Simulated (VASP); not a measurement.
Set up this calculation in VASP 6.6.1, as the native input.

```
Task                   : vibrations by finite differences
Functional             : PBE
Dispersion             : D3(BJ)
Potentials or basis    : VASP PAW PBE potentials, release 64 (C)
Cutoff                 : 700 eV
k mesh                 : 15 × 15 × 4
Occupations            : gaussian, width 0.02 eV
Spin                   : no spin polarisation
Further INCAR settings : ALGO = Fast; EDIFF = 1e-08; IBRION = 6; POTIM = 0.015; NSW = 1
```

The structure of C lies in POSCAR:

```
C                                       
1.0
    2.4811751717      0.0000000000     -0.0000000000
   -1.2405875859      2.1487607302     -0.0000000000
   -0.0000000000     -0.0000000000      6.7065281773
  C             
     4
Direct
     0.0000000000000000    0.0000000000000000    0.2500000000000000
     0.0000000000000000    0.0000000000000000    0.7500000000000000
     0.3333333300000021    0.6666666699999979    0.2500000000000000
     0.6666666699999979    0.3333333300000021    0.7500000000000000
```

The cell isn't the ideal one: a relaxed cell with its volume scaled by 1.02.

One way to write it, as run:

INCAR

```
SYSTEM = C
PREC = Accurate
ENCUT = 700
EDIFF = 1E-8
ISMEAR = 0
SIGMA = 0.02
LREAL = .FALSE.
LASPH = .TRUE.
NELM = 80
ALGO = Fast
ISIF = 2
LWAVE = .FALSE.
LCHARG = .FALSE.
GGA = PE
IVDW = 12
IBRION = 6
NFREE = 2
POTIM = 0.015
NSW = 1
```

KPOINTS

```
regular mesh
0
G
  15 15 4
  0 0 0
```

Potentials or basis: VASP PAW PBE potentials, release 64 (C).

The run is started by

```console
$ cat potpaw_PBE.64/C/POTCAR > POTCAR
$ mpirun -np 1 vasp_std > vasp.out
```

It gave:

```json
{
  "Highest phonon frequency at Γ": "1503 cm⁻¹",
  "Most unstable mode": "28i cm⁻¹",
  "Dispersion energy per atom": "-0.156 eV"
}
```

Caveat: some modes are imaginary.

Wall time 9.8 min on 1 thread of Intel(R) Xeon(R) Platinum 8375C CPU @ 2.90GHz (Ice Lake) (shared host), peak memory 0.44 GiB.
